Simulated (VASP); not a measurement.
# BN (P6_3/mmc) in VASP: band structure with PBE+D3(BJ)

Aim: the band structure of BN with PBE+D3(BJ).

All numbers are computed with VASP 6.6.1; they aren't measurements. Logs are shortened: lines on timing, memory, paths and dates and some standing lists are left out, and cuts for length are marked.

### Step 1. The crystal as given

Symmetry: P6_3/mmc, No. 194, hexagonal system. The conventional cell has a = 2.506 Å, b = 2.506 Å, c = 6.560 Å, α = 90.00°, β = 90.00°, γ = 120.00°. B (site symmetry -6m2) is surrounded by 3 N at 1.45 Å. Around N (site symmetry -6m2) lie 3 B at 1.45 Å.

### Step 2. Band structure, PBE+D3(BJ)

File INCAR:

```
  PREC = Accurate
  ENCUT = 700
  EDIFF = 1E-7
  ISMEAR = 0
  SIGMA = 0.02
  LREAL = False
  LASPH = True
  NELM = 100
  ALGO = Normal
  ISIF = 2
  LWAVE = False
  LCHARG = False
  GGA = PE
  IVDW = 12
  NBANDS = 16
```

File KPOINTS:

```
Automatic mesh
0
Gamma
  15 15 6
```

File POSCAR:

```
BN                                      
1.0
    2.5064631375      0.0000000000      0.0000000000
   -1.2532315687      2.1706607459      0.0000000000
    0.0000000000      0.0000000000      6.5603082552
  B               N             
     2     2
Direct
     0.3333333300000021    0.6666666699999979    0.2500000000000000
     0.6666666699999979    0.3333333300000021    0.7500000000000000
     0.3333333300000021    0.6666666699999979    0.7500000000000000
     0.6666666699999979    0.3333333300000021    0.2500000000000000
```

File KPOINTS_OPT:

```
path GMKGALHA,LM,KH
20
line-mode
reciprocal
 0.0000000000  0.0000000000  0.0000000000  G
 0.5000000000  0.0000000000  0.0000000000  M

 0.5000000000  0.0000000000  0.0000000000  M
 0.3333333333  0.3333333333  0.0000000000  K

 0.3333333333  0.3333333333  0.0000000000  K
 0.0000000000  0.0000000000  0.0000000000  G

 0.0000000000  0.0000000000  0.0000000000  G
 0.0000000000  0.0000000000  0.5000000000  A

 0.0000000000  0.0000000000  0.5000000000  A
 0.5000000000  0.0000000000  0.5000000000  L

 0.5000000000  0.0000000000  0.5000000000  L
 0.3333333333  0.3333333333  0.5000000000  H

 0.3333333333  0.3333333333  0.5000000000  H
 0.0000000000  0.0000000000  0.5000000000  A

 0.5000000000  0.0000000000  0.5000000000  L
 0.5000000000  0.0000000000  0.0000000000  M

 0.3333333333  0.3333333333  0.0000000000  K
 0.3333333333  0.3333333333  0.5000000000  H
```

Potentials or basis: VASP PAW PBE potentials, release 64 (B, N).

Launch:

```bash
$ cat potpaw_PBE.64/B/POTCAR potpaw_PBE.64/N/POTCAR > POTCAR
$ mpirun -np 1 vasp_std > vasp.out
```

OUTCAR:

```text
PREC = Accurate
   ENCUT = 700
   EDIFF = 1E-7
   ISMEAR = 0
   LREAL = False
   LASPH = True
   NELM = 100
   ISIF = 2
   GGA = PE
   IVDW = 12
 IVDW          = 12

 ion  position               nearest neighbor table
   1  0.333  0.667  0.250-   4 1.45   4 1.45   4 1.45
   2  0.667  0.333  0.750-   3 1.45   3 1.45   3 1.45
   3  0.333  0.667  0.750-   2 1.45   2 1.45   2 1.45
   4  0.667  0.333  0.250-   1 1.45   1 1.45   1 1.45

  LATTYP: Found a hexagonal cell.
 ALAT       =     2.5064631375
 C/A-ratio  =     2.6173567674

  Lattice vectors:

 A1 = (   2.5064631375,   0.0000000000,   0.0000000000)
 A2 = (  -1.2532315687,   2.1706607459,   0.0000000000)
 A3 = (   0.0000000000,   0.0000000000,   6.5603082552)

Analysis of symmetry for initial positions (statically):
=====================================================================
 Subroutine PRICEL returns:
 Original cell was already a primitive cell.

 Routine SETGRP: Setting up the symmetry group for a
 hexagonal supercell.

 Subroutine GETGRP returns: Found 24 space group operations
 (whereof 12 operations were pure point group operations)
 out of a pool of 24 trial point group operations.

The static configuration has the point symmetry D_3d.
 The point group associated with its full space group is D_6h.

Analysis of symmetry for dynamics (positions and initial velocities):
=====================================================================
 Subroutine PRICEL returns:
 Original cell was already a primitive cell.

 Routine SETGRP: Setting up the symmetry group for a
 hexagonal supercell.

 Subroutine GETGRP returns: Found 24 space group operations
 (whereof 12 operations were pure point group operations)
 out of a pool of 24 trial point group operations.

The dynamic configuration has the point symmetry D_3d.
 The point group associated with its full space group is D_6h.

 Subroutine INISYM returns: Found 24 space group operations
 (whereof 12 operations are pure point group operations),
 and found     1 'primitive' translations

----------------------------------------------------------------------------------------

                                     Primitive cell

  volume of cell :      35.6925

  direct lattice vectors                    reciprocal lattice vectors
     2.506463137  0.000000000  0.000000000     0.398968565  0.230344609  0.000000000
    -1.253231569  2.170660746  0.000000000     0.000000000  0.460689217  0.000000000
     0.000000000  0.000000000  6.560308255     0.000000000  0.000000000  0.152431862

  length of vectors
     2.506463137  2.506463133  6.560308255     0.460689217  0.460689217  0.152431862

  position of ions in fractional coordinates (direct lattice)
     0.333333330  0.666666670  0.250000000
     0.666666670  0.333333330  0.750000000
     0.333333330  0.666666670  0.750000000
     0.666666670  0.333333330  0.250000000

  ion indices of the primitive-cell ions
   primitive index   ion index
                 1           1
                 2           2
                 3           3
                 4           4

----------------------------------------------------------------------------------------

 KPOINTS: Automatic mesh

Automatic generation of k-mesh.
 Grid dimensions read from file:
 generate k-points for:   15   15    6

 Generating k-lattice:

  Cartesian coordinates                     Fractional coordinates (reciprocal lattice)
     0.026597904  0.015356307  0.000000000     0.066666667  0.000000000  0.000000000
     0.000000000  0.030712614  0.000000000     0.000000000  0.066666667  0.000000000
     0.000000000  0.000000000  0.025405310     0.000000000  0.000000000  0.166666667

  Length of vectors
     0.030712614  0.030712614  0.025405310

  Shift w.r.t. Gamma in fractional coordinates (k-lattice)
     0.000000000  0.000000000  0.000000000

 Subroutine IBZKPT returns following result:
 ===========================================

 Found    108 irreducible k-points:

 Following reciprocal coordinates:
            Coordinates               Weight
  0.000000  0.000000  0.000000      1.000000
  0.066667  0.000000  0.000000      6.000000
  0.133333 -0.000000  0.000000      6.000000
  0.200000 -0.000000  0.000000      6.000000
  0.266667 -0.000000  0.000000      6.000000
  0.333333  0.000000  0.000000      6.000000
[... 16 lines left out ...]
  0.333333  0.200000  0.000000     12.000000
  0.400000  0.200000  0.000000      6.000000
 [... further k-points ...]
   k-points           NKPTS =    108   k-points in BZ     NKDIM =    108   number of bands    NBANDS=     16
   number of dos      NEDOS =    301   number of ions     NIONS =      4
   total plane-waves  NPLWV =  34560
   dimension x,y,z NGX =    24 NGY =   24 NGZ =   60
   dimension x,y,z NGXF=    48 NGYF=   48 NGZF=  120
   ions per type =               2   2
   NGX,Y,Z   is equivalent  to a cutoff of  15.92, 15.92, 15.20 a.u.
   NGXF,Y,Z  is equivalent  to a cutoff of  31.84, 31.84, 30.41 a.u.
 SYSTEM =  unknown system
   PREC   = accura    normal or accurate (medium, high low for compatibility)
   ISTART =      0    job   : 0-new  1-cont  2-samecut
   ICHARG =      2    charge: 1-file 2-atom 10-const
   ISPIN  =      1    spin polarized calculation?
   LNONCOLLINEAR =      F non collinear calculations
   LSORBIT =      F    spin-orbit coupling
   LASPH  =      T    aspherical Exc in radial PAW
   ENCUT  =  700.0 eV  51.45 Ry    7.17 a.u.   5.41  5.41 14.15*2*pi/ulx,y,z
   NELM   =    100;   NELMIN=  2; NELMDL= -5     # of ELM steps
   EDIFF  = 0.1E-06   stopping-criterion for ELM
   LREAL  =      F    real-space projection
   EDIFFG = 0.1E-05   stopping-criterion for IOM
   NSW    =      0    number of steps for IOM
   IBRION =     -1    ionic relax: 0-MD 1-quasi-New 2-CG
   NFREE  =      0    steps in history (QN), initial steepest desc. (CG)
   ISIF   =      2    stress and relaxation
   ISYM   =      2    0-nonsym 1-usesym 2-fastsym
   POTIM  = 0.5000    time-step for ionic-motion
   TEBEG  =    0.0;   TEEND  =   0.0 temperature during run
   PSTRESS=    0.0 pullay stress
   NELECT =      16.0000    total number of electrons
   NUPDOWN=      -1.0000    fix difference up-down
   EMIN   =  10.00;   EMAX   =-10.00  energy-range for DOS
   EFERMI =   0.00;   METHOD = LEGACY
   ISMEAR =     0;   SIGMA  =   0.02  broadening in eV -4-tet -1-fermi 0-gaus
   EFERMI_NEDOS =   21; number of points for ismear=-14 and -15
   IALGO  =     38    algorithm
   IMIX   =      4    mixing-type and parameters
     AMIX     =   0.40;   BMIX     =  1.00
     AMIX_MAG =   1.60;   BMIX_MAG =  1.00
  volume/ion in A,a.u.               =       8.92        60.22
  Fermi-wavevector in a.u.,A,eV,Ry     =   1.252917  2.367670 21.358441  1.569801
  Thomas-Fermi vector in A             =   2.386795
   LORBIT       =      0    0 simple, 1 ext, 2 COOP (PROOUT), +10 PAW based schemes
   GGA     = PE    functional components
   LHFCALC =     F    Hartree Fock is set to
   AEXX    =    0.0000 exact exchange contribution
   IVDW    =    12    specifies the selected vdW correction
   LEPSILON=     F    determine dielectric tensor
   LRPA    =     F    only Hartree local field effects (RPA)
 non-spin polarized calculation
 Gauss-broadening in eV      SIGMA  =   0.02
  energy-cutoff  :      700.00
  volume of cell :       35.69
 maximum number of plane-waves:      1546
 NGX is ok and might be reduce to    24
   NGX = 11   NGY = 11   NGZ = 29

 number of electron      15.9999999 magnetization

 Free energy of the ion-electron system (eV)
  ---------------------------------------------------
  ext. energy  EPLUGINS =         0.00000000
  ---------------------------------------------------
  free energy    TOTEN  =       -35.16116592 eV

  energy without entropy =      -35.16116592  energy(sigma->0) =      -35.16116592

 E-fermi :   2.5947     XC(G=0): -10.1445

 val. band max:        2.3963703704   @ k =   0.3333   0.2667   0.0000
 cond. band min:       6.6583877588   @ k =   0.4667   0.0667   0.0000
 fundamental gap:      4.2620173884
 Fermi energy:         2.5947255844

 k-point     1 :       0.0000    0.0000    0.0000
  band No.  band energies     occupation
      1     -15.4362      2.00000
      2     -15.1133      2.00000
      3      -3.8957      2.00000
      4      -1.6404      2.00000
      5       1.0236      2.00000
      6       1.0236      2.00000
[... 8 lines left out ...]
     15      14.6034      0.00000
     16      15.3636      0.00000

 k-point     2 :       0.0667    0.0000    0.0000
  band No.  band energies     occupation
      1     -15.3491      2.00000
      2     -15.0294      2.00000
      3      -3.7763      2.00000
      4      -1.5336      2.00000
      5       0.6605      2.00000
      6       0.6992      2.00000
[... 8 lines left out ...]
     15      14.9258      0.00000
     16      15.0341      0.00000

 k-point     3 :       0.1333   -0.0000    0.0000
  band No.  band energies     occupation
      1     -15.0907      2.00000
      2     -14.7806      2.00000
      3      -3.4207      2.00000
      4      -1.2177      2.00000
      5      -0.3117      2.00000
      6      -0.2708      2.00000
[... 8 lines left out ...]
     15      15.4616      0.00000
     16      15.7200      0.00000

 k-point     4 :       0.2000   -0.0000    0.0000
  band No.  band energies     occupation
      1     -14.6707      2.00000
      2     -14.3771      2.00000
      3      -2.8378      2.00000
      4      -1.6469      2.00000
      5      -1.5917      2.00000
      6      -0.7066      2.00000
[... 8 lines left out ...]
     15      16.9257      0.00000
     16      17.0501      0.00000
[... 324 lines left out ...]
 k-point    22 :       0.2667    0.2000    0.0000
  band No.  band energies     occupation
      1     -12.6730      2.00000
      2     -12.4919      2.00000
      3      -5.0365      2.00000
      4      -4.9867      2.00000
      5      -3.0490      2.00000
      6      -2.9800      2.00000
[... 8 lines left out ...]
     15      16.8735      0.00000
     16      18.9280      0.00000

 k-point    23 :       0.3333    0.2000    0.0000
  band No.  band energies     occupation
      1     -12.1325      2.00000
      2     -12.0165      2.00000
      3      -5.7908      2.00000
      4      -5.7067      2.00000
      5      -3.4496      2.00000
      6      -3.3693      2.00000
[... 8 lines left out ...]
     15      17.4466      0.00000
     16      20.3428      0.00000

 k-point    24 :       0.4000    0.2000    0.0000
  band No.  band energies     occupation
      1     -11.8949      2.00000
      2     -11.8332      2.00000
      3      -6.0928      2.00000
      4      -5.9985      2.00000
      5      -3.5799      2.00000
      6      -3.4951      2.00000
[... 8 lines left out ...]
     15      17.4911      0.00000
     16      20.1485      0.00000

 [... further k-points ...]

------------------------ aborting loop because EDIFF is reached ----------------------------------------

 Edisp (eV)   -0.57185

 E8    (eV) :    -0.1677

  FORCE on cell =-STRESS in cart. coord.  units (eV):
  Direction    XX          YY          ZZ          XY          YZ          ZX
  --------------------------------------------------------------------------------------
  -------------------------------------------------------------------------------------
  Total       0.00099     0.00099    -0.00274     0.00000     0.00000     0.00000
  in kB       0.04459     0.04459    -0.12297     0.00000     0.00000     0.00000
  external pressure =       -0.01 kB  Pullay stress =        0.00 kB

 VOLUME and BASIS-vectors are now :
 -----------------------------------------------------------------------------
  energy-cutoff  :      700.00
  volume of cell :       35.69
      direct lattice vectors                 reciprocal lattice vectors
     2.506463137  0.000000000  0.000000000     0.398968565  0.230344609  0.000000000
    -1.253231569  2.170660746  0.000000000     0.000000000  0.460689217  0.000000000
     0.000000000  0.000000000  6.560308255     0.000000000  0.000000000  0.152431862

 POSITION                                       TOTAL-FORCE (eV/Angst)
 -----------------------------------------------------------------------------------
     -0.00000      1.44711      1.64008         0.000000     -0.000000      0.000000
      1.25323      0.72355      4.92023         0.000000      0.000000      0.000000
     -0.00000      1.44711      4.92023         0.000000      0.000000      0.000000
      1.25323      0.72355      1.64008        -0.000000     -0.000000      0.000000
 -----------------------------------------------------------------------------------
    total drift:                               -0.000002      0.000001      0.000000

  FREE ENERGIE OF THE ION-ELECTRON SYSTEM (eV)
  ---------------------------------------------------
  free  energy   TOTEN  =       -35.7330204977 eV

  energy  without entropy=      -35.7330204977  energy(sigma->0) =      -35.73302050
```

Run time: 2.8 min. Hardware: 1 thread of Intel Xeon Platinum 8488C (Sapphire Rapids), shared host; peak memory 0.28 GiB.

Results:

* Free energy: -35.7330 eV
* Pressure: 0.0 GPa
* Band gap on the k mesh: 4.26 eV, indirect (least direct gap 4.63 eV)
* Band gap along the path: 4.21 eV, indirect (least direct gap 4.63 eV)
* Dispersion energy per atom: -0.143 eV

Levels at the corners of the path, in eV from the valence-band top:
```
point  band 4  band 5  band 6  band 7  band 8  band 9  band 10  band 11  band 12  band 13
    Γ   -4.05   -1.38   -1.38   -1.34   -1.34    5.29    10.40    11.47    11.47    11.60
    M   -8.87   -4.19   -4.12   -1.53   -0.45    4.21     5.65     9.47     9.87    12.72
    M   -8.87   -4.19   -4.12   -1.53   -0.45    4.21     5.65     9.47     9.87    12.72
    K   -7.84   -7.19   -7.19   -0.14   -0.14    4.83     4.83    10.69    13.17    13.17
    K   -7.84   -7.19   -7.19   -0.14   -0.14    4.83     4.83    10.69    13.17    13.17
    Γ   -4.05   -1.38   -1.38   -1.34   -1.34    5.29    10.40    11.47    11.47    11.60
    Γ   -4.05   -1.38   -1.38   -1.34   -1.34    5.29    10.40    11.47    11.47    11.60
    A   -5.31   -1.36   -1.36   -1.36   -1.36    7.72     7.72    11.54    11.54    11.54
    A   -5.31   -1.36   -1.36   -1.36   -1.36    7.72     7.72    11.54    11.54    11.54
    L   -8.91   -4.15   -4.15   -0.96   -0.96    4.68     4.68     9.85     9.85    13.60
    L   -8.91   -4.15   -4.15   -0.96   -0.96    4.68     4.68     9.85     9.85    13.60
    H   -7.93   -7.20   -7.20   -0.05   -0.05    4.58     4.58    11.95    11.95    13.86
    H   -7.93   -7.20   -7.20   -0.05   -0.05    4.58     4.58    11.95    11.95    13.86
    A   -5.31   -1.36   -1.36   -1.36   -1.36    7.72     7.72    11.54    11.54    11.54
    L   -8.91   -4.15   -4.15   -0.96   -0.96    4.68     4.68     9.85     9.85    13.60
    M   -8.87   -4.19   -4.12   -1.53   -0.45    4.21     5.65     9.47     9.87    12.72
    K   -7.84   -7.19   -7.19   -0.14   -0.14    4.83     4.83    10.69    13.17    13.17
    H   -7.93   -7.20   -7.20   -0.05   -0.05    4.58     4.58    11.95    11.95    13.86
```
